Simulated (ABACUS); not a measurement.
A run of ABACUS 3.10.1 is set up as follows.

File run_abacus.py:

```python
"""ABACUS run from a structure file: ASE reads it, the script writes STRU, KPT and INPUT."""
import re
import subprocess
from ase.io import read
from ase.units import Bohr

atoms = read("WS2.xyz")
atoms = atoms[(-atoms.numbers).argsort(kind="stable")]  # ABACUS lists atoms element by element
pseudo = {'W': 'W.upf', 'S': 'S.upf'}
orbital = {'W': 'W_confined-atom_7au_3s2p2d1f.orb', 'S': 'S_confined-atom_7au_2s2p1d.orb'}
magmoms = None
kmesh = [9, 9, 2]
params = {
    'suffix': 'WS2',
    'calculation': 'scf',
    'basis_type': 'lcao',
    'pseudo_dir': './',
    'orbital_dir': './',
    'symmetry': 1,
    'dft_functional': 'pbe',
    'ecutwfc': 100,
    'pseudo_rcut': 10,
    'nspin': 1,
    'nbands': 23,
    'ks_solver': 'genelpa',
    'smearing_method': 'fd',
    'smearing_sigma': 0.00367493,
    'scf_thr': 1e-07,
    'scf_nmax': 100,
    'mixing_type': 'broyden',
    'mixing_beta': 0.7,
    'cal_force': 1,
    'cal_stress': 1,
    'out_mul': 1,
    'out_chg': 1,
    'out_pot': 2,
    'out_elf': 1,
}

symbols = atoms.get_chemical_symbols()
elements = list(dict.fromkeys(symbols))
lines = ["ATOMIC_SPECIES"] + [f"{e} {atoms.get_masses()[symbols.index(e)]:.4f} {pseudo[e]}" for e in elements]
if orbital:
    lines += ["", "NUMERICAL_ORBITAL"] + [orbital[e] for e in elements]
lines += ["", "LATTICE_CONSTANT", f"{1 / Bohr:.10f}", "", "LATTICE_VECTORS"]
lines += [" ".join(f"{x:.10f}" for x in v) for v in atoms.cell]
lines += ["", "ATOMIC_POSITIONS", "Direct"]
for e in elements:
    lines += ["", e, "0.0", str(symbols.count(e))]
    for i, p in enumerate(atoms.get_scaled_positions(wrap=False)):
        if symbols[i] == e:
            mag = "" if magmoms is None else " mag " + " ".join(str(x) for x in (magmoms[i] if isinstance(magmoms[i], list) else [magmoms[i]]))
            lines.append(" ".join(f"{x:.10f}" for x in p) + " 1 1 1" + mag)
open("STRU", "w").write("\n".join(lines) + "\n")
open("KPT", "w").write("K_POINTS\n0\nGamma\n%d %d %d 0 0 0\n" % tuple(kmesh))
open("INPUT", "w").write("INPUT_PARAMETERS\n" + "".join(f"{k:<20s}{v}\n" for k, v in params.items()))

done = subprocess.run(['mpirun', '-np', '4', 'abacus'])
if done.returncode:
    raise SystemExit(done.returncode)
log = open("OUT.WS2/running_scf.log").read()
print("final energy (eV):", re.findall(r"FINAL_ETOT_IS (\S+)", log))
```

File WS2.xyz:

```xyz
3
Lattice="3.1835163552 0.0000000000 0.0000000000 -1.5917581776 2.7570060369 0.0000000000 0.0000000000 0.0000000000 16.9505778900" Properties=species:S:1:pos:R:3 pbc="T T T"
W      0.0000000000      0.0000000000      0.0000000000
S     -0.0000000002      1.8380040247      1.5594618107
S     -0.0000000002      1.8380040247     15.3911160793
```

Potentials or basis: PseudoDojo NC SR 0.5 PBE stringent, DZP LCAO (the cutoffs set its grid).

Run with:

```console
$ OMP_NUM_THREADS=1 python run_abacus.py > log
```

**Question.** Predict the largest force.

**Answer.** 0.552 eV/Å.

**Question.** Predict the band gap on the k mesh.

**Answer.** 1.75 eV, indirect (least direct gap 1.78 eV).

Forces in eV/Å, atoms in the order of the input:
```
W    0.000  0.000  0.000
S    0.000  0.000  0.552
S    0.000  0.000 -0.552
```

Caveat: the atomic orbitals were generated for these runs and aren't a published set; spin-orbit coupling is left out, which moves the levels of the heavy elements; the basis of atomic orbitals isn't converged, which shifts pressures, moduli and gaps. As with any semilocal functional, this PBE gap is likely too small.
